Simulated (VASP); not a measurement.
# InP (F-43m) in VASP: single point with r2SCAN

Aim: the single point of InP with r2SCAN.

Program: VASP 6.6.1. These are calculated values, not measurements. Logs are shortened: lines on timing, memory, paths and dates and some standing lists are left out, and cuts for length are marked.

**Measured values to compare with.**

A printed reference work, data compilation reports, for a bulk crystal of InP at 1.6 K: band gap 1.4236 eV (direct).

The results are compared with them further down.

**1. The cell of the first run**

It takes space group F-43m (No. 216, cubic). The conventional cell has a = 5.907 Å, b = 5.907 Å, c = 5.907 Å, α = 90.00°, β = 90.00°, γ = 90.00°. Within 3.4 Å of In (site symmetry -43m) lie 4 P at 2.56 Å. P (site symmetry -43m) has 4 In at 2.56 Å within 3.4 Å.

**2. Single point, r2SCAN (25.76 Å³/atom)**

The input, POSCAR:

```
InP
1.0
    0.0000000000      2.9534409564      2.9534409564
    2.9534409564      0.0000000000      2.9534409564
    2.9534409564      2.9534409564      0.0000000000
In P
1 1
Direct
    0.0000000000      0.0000000000      0.0000000000
    0.7500000000      0.7500000000      0.7500000000
```

The input, INCAR.step1:

```
SYSTEM = InP
  PREC = Accurate
  ENCUT = 520
  ISMEAR = 0
  SIGMA = 0.05
  LREAL = .FALSE.
  LASPH = .TRUE.
  NELM = 100
  NBANDS = 16
  GGA = PE
  ALGO = Normal
  EDIFF = 1E-4
  LWAVE = .TRUE.
  LCHARG = .FALSE.
```

The input, INCAR.step2:

```
SYSTEM = InP
  PREC = Accurate
  ENCUT = 520
  EDIFF = 1E-6
  ISMEAR = 0
  SIGMA = 0.05
  LREAL = .FALSE.
  LASPH = .TRUE.
  NELM = 100
  ALGO = Normal
  ISIF = 2
  LWAVE = .FALSE.
  LCHARG = .TRUE.
  METAGGA = R2SCAN
  LMIXTAU = .TRUE.
  LELF = .TRUE.
  LVHAR = .TRUE.
  NBANDS = 16
  ISTART = 1
```

The input, KPOINTS:

```
Automatic mesh
0
G
  10 10 10
  0 0 0
```

Potentials or basis: VASP PAW PBE potentials, release 64 (In_d, P).

On the command line:

```
cat potpaw_PBE.64/In_d/POTCAR potpaw_PBE.64/P/POTCAR > POTCAR
cp INCAR.step1 INCAR
mpirun -np 1 vasp_std > vasp.out
cp INCAR.step2 INCAR
mpirun -np 1 vasp_std > vasp.out
```

OUTCAR:

```text
SYSTEM = InP
   PREC = Accurate
   ENCUT = 520
   EDIFF = 1E-6
   ISMEAR = 0
   LREAL = .FALSE.
   LASPH = .TRUE.
   NELM = 100
   ISIF = 2
   METAGGA = R2SCAN
   ISTART = 1

 ion  position               nearest neighbor table
   1  0.000  0.000  0.000-   2 2.56   2 2.56   2 2.56   2 2.56
   2  0.750  0.750  0.750-   1 2.56   1 2.56   1 2.56   1 2.56

  LATTYP: Found a face centered cubic cell.
 ALAT       =     5.9068819128

  Lattice vectors:

 A1 = (   0.0000000000,   2.9534409564,   2.9534409564)
 A2 = (   2.9534409564,   0.0000000000,   2.9534409564)
 A3 = (   2.9534409564,   2.9534409564,   0.0000000000)

Analysis of symmetry for initial positions (statically):
=====================================================================
 Subroutine PRICEL returns:
 Original cell was already a primitive cell.

 Routine SETGRP: Setting up the symmetry group for a
 face centered cubic supercell.

 Subroutine GETGRP returns: Found 24 space group operations
 (whereof 24 operations were pure point group operations)
 out of a pool of 48 trial point group operations.

The static configuration has the point symmetry T_d .

Analysis of symmetry for dynamics (positions and initial velocities):
=====================================================================
 Subroutine PRICEL returns:
 Original cell was already a primitive cell.

 Routine SETGRP: Setting up the symmetry group for a
 face centered cubic supercell.

 Subroutine GETGRP returns: Found 24 space group operations
 (whereof 24 operations were pure point group operations)
 out of a pool of 48 trial point group operations.

The dynamic configuration has the point symmetry T_d .

 Subroutine INISYM returns: Found 24 space group operations
 (whereof 24 operations are pure point group operations),
 and found     1 'primitive' translations

----------------------------------------------------------------------------------------

                                     Primitive cell

  volume of cell :      51.5246

  direct lattice vectors                    reciprocal lattice vectors
     0.000000000  2.953440956  2.953440956    -0.169294056  0.169294056  0.169294056
     2.953440956  0.000000000  2.953440956     0.169294056 -0.169294056  0.169294056
     2.953440956  2.953440956  0.000000000     0.169294056  0.169294056 -0.169294056

  length of vectors
     4.176796256  4.176796256  4.176796256     0.293225907  0.293225907  0.293225907

  position of ions in fractional coordinates (direct lattice)
     0.000000000  0.000000000  0.000000000
     0.750000000  0.750000000  0.750000000

  ion indices of the primitive-cell ions
   primitive index   ion index
                 1           1
                 2           2

----------------------------------------------------------------------------------------

 KPOINTS: Automatic mesh

Automatic generation of k-mesh.
 Grid dimensions read from file:
 generate k-points for:   10   10   10

 Generating k-lattice:

  Cartesian coordinates                     Fractional coordinates (reciprocal lattice)
    -0.016929406  0.016929406  0.016929406     0.100000000  0.000000000  0.000000000
     0.016929406 -0.016929406  0.016929406     0.000000000  0.100000000  0.000000000
     0.016929406  0.016929406 -0.016929406     0.000000000  0.000000000  0.100000000

  Length of vectors
     0.029322591  0.029322591  0.029322591

  Shift w.r.t. Gamma in fractional coordinates (k-lattice)
     0.000000000  0.000000000  0.000000000

 Subroutine IBZKPT returns following result:
 ===========================================

 Found     47 irreducible k-points:

 Following reciprocal coordinates:
            Coordinates               Weight
  0.000000  0.000000  0.000000      1.000000
  0.100000  0.000000  0.000000      8.000000
  0.200000  0.000000  0.000000      8.000000
  0.300000  0.000000  0.000000      8.000000
  0.400000  0.000000  0.000000      8.000000
  0.500000  0.000000  0.000000      4.000000
[... 16 lines left out ...]
  0.300000  0.300000  0.000000      6.000000
  0.400000  0.300000  0.000000     24.000000
 [... further k-points ...]
   k-points           NKPTS =     47   k-points in BZ     NKDIM =     47   number of bands    NBANDS=     16
   number of dos      NEDOS =    301   number of ions     NIONS =      2
   total plane-waves  NPLWV =  32768
   dimension x,y,z NGX =    32 NGY =   32 NGZ =   32
   dimension x,y,z NGXF=    64 NGYF=   64 NGZF=   64
   ions per type =               1   1
   NGX,Y,Z   is equivalent  to a cutoff of  12.74, 12.74, 12.74 a.u.
   NGXF,Y,Z  is equivalent  to a cutoff of  25.47, 25.47, 25.47 a.u.
 SYSTEM =  InP
   PREC   = accura    normal or accurate (medium, high low for compatibility)
   ISTART =      1    job   : 0-new  1-cont  2-samecut
   ICHARG =      0    charge: 1-file 2-atom 10-const
   ISPIN  =      1    spin polarized calculation?
   LNONCOLLINEAR =      F non collinear calculations
   LSORBIT =      F    spin-orbit coupling
   LASPH  =      T    aspherical Exc in radial PAW
   ENCUT  =  520.0 eV  38.22 Ry    6.18 a.u.   7.77  7.77  7.77*2*pi/ulx,y,z
   NELM   =    100;   NELMIN=  2; NELMDL=  0     # of ELM steps
   EDIFF  = 0.1E-05   stopping-criterion for ELM
   LREAL  =      F    real-space projection
   EDIFFG = 0.1E-04   stopping-criterion for IOM
   NSW    =      0    number of steps for IOM
   IBRION =     -1    ionic relax: 0-MD 1-quasi-New 2-CG
   NFREE  =      0    steps in history (QN), initial steepest desc. (CG)
   ISIF   =      2    stress and relaxation
   ISYM   =      2    0-nonsym 1-usesym 2-fastsym
   POTIM  = 0.5000    time-step for ionic-motion
   TEBEG  =    0.0;   TEEND  =   0.0 temperature during run
   PSTRESS=    0.0 pullay stress
   NELECT =      18.0000    total number of electrons
   NUPDOWN=      -1.0000    fix difference up-down
   EMIN   =  10.00;   EMAX   =-10.00  energy-range for DOS
   EFERMI =   0.00;   METHOD = LEGACY
   ISMEAR =     0;   SIGMA  =   0.05  broadening in eV -4-tet -1-fermi 0-gaus
   EFERMI_NEDOS =   21; number of points for ismear=-14 and -15
   IALGO  =     38    algorithm
   IMIX   =      4    mixing-type and parameters
     AMIX     =   0.40;   BMIX     =  1.00
     AMIX_MAG =   1.60;   BMIX_MAG =  1.00
  volume/ion in A,a.u.               =      25.76       173.85
  Fermi-wavevector in a.u.,A,eV,Ry     =   1.152995  2.178844 18.087547  1.329397
  Thomas-Fermi vector in A             =   2.289642
   LORBIT       =      0    0 simple, 1 ext, 2 COOP (PROOUT), +10 PAW based schemes
   METAGGA = R2SCAN    functional components
   LHFCALC =     F    Hartree Fock is set to
   AEXX    =    0.0000 exact exchange contribution
   IVDW    =     0    specifies the selected vdW correction
   LEPSILON=     F    determine dielectric tensor
   LRPA    =     F    only Hartree local field effects (RPA)
 non-spin polarized calculation
 Gauss-broadening in eV      SIGMA  =   0.05
  energy-cutoff  :      520.00
  volume of cell :       51.52
 maximum number of plane-waves:      1411
   NGX = 15   NGY = 15   NGZ = 15

 number of electron      18.0000009 magnetization

 Free energy of the ion-electron system (eV)
  ---------------------------------------------------
  ext. energy  EPLUGINS =         0.00000000
  ---------------------------------------------------
  free energy    TOTEN  =       -32.29866512 eV

  energy without entropy =      -32.29866512  energy(sigma->0) =      -32.29866512

 E-fermi :   4.9964     XC(G=0):  -9.7725

 val. band max:        4.7567450700   @ k =   0.0000   0.0000   0.0000
 cond. band min:       5.7890998965   @ k =   0.0000   0.0000   0.0000
 fundamental gap:      1.0323548265
 Fermi energy:         4.9963937993

 k-point     1 :       0.0000    0.0000    0.0000
  band No.  band energies     occupation
      1      -9.8543      2.00000
      2      -9.8543      2.00000
      3      -9.8543      2.00000
      4      -9.6875      2.00000
      5      -9.6875      2.00000
      6      -7.0808      2.00000
[... 8 lines left out ...]
     15      14.6422      0.00000
     16      14.6422      0.00000

 k-point     2 :       0.1000    0.0000    0.0000
  band No.  band energies     occupation
      1      -9.8672      2.00000
      2      -9.8493      2.00000
      3      -9.8493      2.00000
      4      -9.6874      2.00000
      5      -9.6874      2.00000
      6      -6.9638      2.00000
[... 8 lines left out ...]
     15      14.1532      0.00000
     16      14.3387      0.00000

 k-point     3 :       0.2000    0.0000    0.0000
  band No.  band energies     occupation
      1      -9.8996      2.00000
      2      -9.8373      2.00000
      3      -9.8373      2.00000
      4      -9.6863      2.00000
      5      -9.6863      2.00000
      6      -6.6289      2.00000
[... 8 lines left out ...]
     15      13.7309      0.00000
     16      14.5938      0.00000

 k-point     4 :       0.3000    0.0000    0.0000
  band No.  band energies     occupation
      1      -9.9374      2.00000
      2      -9.8245      2.00000
      3      -9.8245      2.00000
      4      -9.6828      2.00000
      5      -9.6828      2.00000
      6      -6.1312      2.00000
[... 8 lines left out ...]
     15      14.0411      0.00000
     16      14.1530      0.00000

 k-point     5 :       0.4000    0.0000    0.0000
  band No.  band energies     occupation
      1      -9.9663      2.00000
      2      -9.8161      2.00000
      3      -9.8161      2.00000
      4      -9.6777      2.00000
      5      -9.6777      2.00000
      6      -5.6071      2.00000
[... 8 lines left out ...]
     15      15.0507      0.00000
     16      15.0507      0.00000

 k-point     6 :       0.5000    0.0000    0.0000
  band No.  band energies     occupation
      1      -9.9770      2.00000
      2      -9.8135      2.00000
      3      -9.8135      2.00000
      4      -9.6752      2.00000
      5      -9.6752      2.00000
      6      -5.3537      2.00000
[... 8 lines left out ...]
     15      15.9354      0.00000
     16      15.9354      0.00000

 k-point     7 :       0.1000    0.1000    0.0000
  band No.  band energies     occupation
      1      -9.8767      2.00000
      2      -9.8447      2.00000
      3      -9.8447      2.00000
      4      -9.6911      2.00000
      5      -9.6841      2.00000
      6      -6.9251      2.00000
[... 8 lines left out ...]
     15      14.5806      0.00000
     16      14.7401      0.00000

 k-point     8 :       0.2000    0.1000    0.0000
  band No.  band energies     occupation
      1      -9.9036      2.00000
      2      -9.8347      2.00000
      3      -9.8325      2.00000
      4      -9.6941      2.00000
      5      -9.6808      2.00000
      6      -6.6632      2.00000
[... 8 lines left out ...]
     15      14.5407      0.00000
     16      15.3646      0.00000

 k-point     9 :       0.3000    0.1000    0.0000
  band No.  band energies     occupation
      1      -9.9365      2.00000
      2      -9.8238      2.00000
      3      -9.8189      2.00000
      4      -9.6937      2.00000
      5      -9.6770      2.00000
      6      -6.2170      2.00000
[... 8 lines left out ...]
     15      14.6581      0.00000
     16      15.0529      0.00000
[... 172 lines left out ...]
 k-point    19 :       0.5000    0.2000    0.0000
  band No.  band energies     occupation
      1      -9.9918      2.00000
      2      -9.7997      2.00000
      3      -9.7895      2.00000
      4      -9.6977      2.00000
      5      -9.6699      2.00000
      6      -5.1821      2.00000
[... 8 lines left out ...]
     15      16.0127      0.00000
     16      16.6998      0.00000

 k-point    20 :      -0.4000    0.2000    0.0000
  band No.  band energies     occupation
      1      -9.9890      2.00000
      2      -9.8022      2.00000
      3      -9.7924      2.00000
      4      -9.6886      2.00000
      5      -9.6776      2.00000
      6      -5.1100      2.00000
[... 8 lines left out ...]
     15      14.7171      0.00000
     16      16.4362      0.00000

 k-point    21 :      -0.3000    0.2000    0.0000
  band No.  band energies     occupation
      1      -9.9735      2.00000
      2      -9.8066      2.00000
      3      -9.8021      2.00000
      4      -9.6868      2.00000
      5      -9.6820      2.00000
      6      -5.4647      2.00000
[... 8 lines left out ...]
     15      15.5554      0.00000
     16      16.7301      0.00000

 k-point    22 :      -0.2000    0.2000    0.0000
  band No.  band energies     occupation
      1      -9.9490      2.00000
      2      -9.8170      2.00000
      3      -9.8137      2.00000
      4      -9.6916      2.00000
      5      -9.6795      2.00000
      6      -5.9625      2.00000
[... 8 lines left out ...]
     15      15.5388      0.00000
     16      16.6258      0.00000

 k-point    23 :       0.3000    0.3000    0.0000
  band No.  band energies     occupation
      1      -9.9875      2.00000
      2      -9.7870      2.00000
      3      -9.7870      2.00000
      4      -9.7174      2.00000
      5      -9.6647      2.00000
      6      -5.8144      2.00000
[... 8 lines left out ...]
     15      15.4419      0.00000
     16      18.1684      0.00000

 k-point    24 :       0.4000    0.3000    0.0000
  band No.  band energies     occupation
      1     -10.0079      2.00000
      2      -9.7772      2.00000
      3      -9.7743      2.00000
      4      -9.7210      2.00000
      5      -9.6612      2.00000
      6      -5.3965      2.00000
[... 8 lines left out ...]
     15      15.8961      0.00000
     16      18.0309      0.00000

 [... further k-points ...]

------------------------ aborting loop because EDIFF is reached ----------------------------------------

  FORCE on cell =-STRESS in cart. coord.  units (eV):
  Direction    XX          YY          ZZ          XY          YZ          ZX
  --------------------------------------------------------------------------------------
  -------------------------------------------------------------------------------------
  Total       -0.0312950     -0.0312950     -0.0312950      0.0000000      0.0000000     -0.0000000
  in kB       -0.9731288     -0.9731288     -0.9731288      0.0000000      0.0000000     -0.0000000
  external PRESSURE =      -0.9731288 kB  Pullay stress =       0.0000000 kB

 VOLUME and BASIS-vectors are now :
 -----------------------------------------------------------------------------
  energy-cutoff  :      520.00
  volume of cell :       51.52
      direct lattice vectors                 reciprocal lattice vectors
     0.000000000  2.953440956  2.953440956    -0.169294056  0.169294056  0.169294056
     2.953440956  0.000000000  2.953440956     0.169294056 -0.169294056  0.169294056
     2.953440956  2.953440956  0.000000000     0.169294056  0.169294056 -0.169294056

 POSITION                                       TOTAL-FORCE (eV/Angst)
 -----------------------------------------------------------------------------------
      0.00000      0.00000      0.00000         0.000000      0.000000      0.000000
      4.43016      4.43016      4.43016        -0.000000     -0.000000     -0.000000
 -----------------------------------------------------------------------------------
    total drift:                                0.000002      0.000002      0.000002

  FREE ENERGIE OF THE ION-ELECTRON SYSTEM (eV)
  ---------------------------------------------------
  free  energy   TOTEN  =       -32.2986651196 eV

  energy  without entropy=      -32.2986651196  energy(sigma->0) =      -32.29866512
```

Run time: 81 s. Hardware: 1 thread of Intel Xeon 8259CL, shared host; peak memory 0.2 GiB.

Results:

- Free energy: -32.2987 eV
- Pressure: -0.1 GPa
- Band gap on the k mesh: 1.03 eV

Levels at points of the mesh, in eV from the valence-band top:
```tsv
k point	band 5	band 6	band 7	band 8	band 9	band 10	band 11	band 12	band 13	band 14
(0.00, 0.00, 0.00)	-14.44	-11.84	0.00	0.00	0.00	1.03	4.44	4.44	4.44	9.00
(0.50, 0.00, 0.00)	-14.43	-10.11	-5.75	-0.97	-0.97	1.80	5.16	5.16	7.50	9.97
(0.50, 0.50, 0.00)	-14.41	-9.46	-5.77	-2.33	-2.33	2.05	2.55	9.73	10.15	10.15
```

Caveat: the PAW data sets were made with another functional, which shifts forces and pressure a little; spin-orbit coupling is left out, which moves the levels of the heavy elements.

**3. Against experiment**

Step 2. A measured gap of InP is 1.4236 eV (direct; 1.6 K; a printed reference work, data compilation); the calculated 1.03 eV misses it by -0.39 eV. Spin-orbit coupling on In is left out. The value is that of r2SCAN, without temperature or zero-point motion.
